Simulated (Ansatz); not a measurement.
hcp against bcc along the lanthanides

These are results of DFT, PBE, plane waves (420 eV) with PAW, scalar-relativistic (Ansatz), not measurements.

Each structure is relaxed within its symmetry, in the lowest magnetic state of the tried starts. Differences under about 8 meV lie within the error of the k-point mesh.

```
element  E(hcp) − E(bcc) (meV/atom)  V(hcp) (Å³/atom)  V(bcc) (Å³/atom)       state of hcp       state of bcc
     La                         -96             37.86             37.98  spin not included  spin not included
     Yb                          15             35.53             34.67  spin not included  spin not included
     Lu                        -141             29.17             29.69  spin not included  spin not included
```
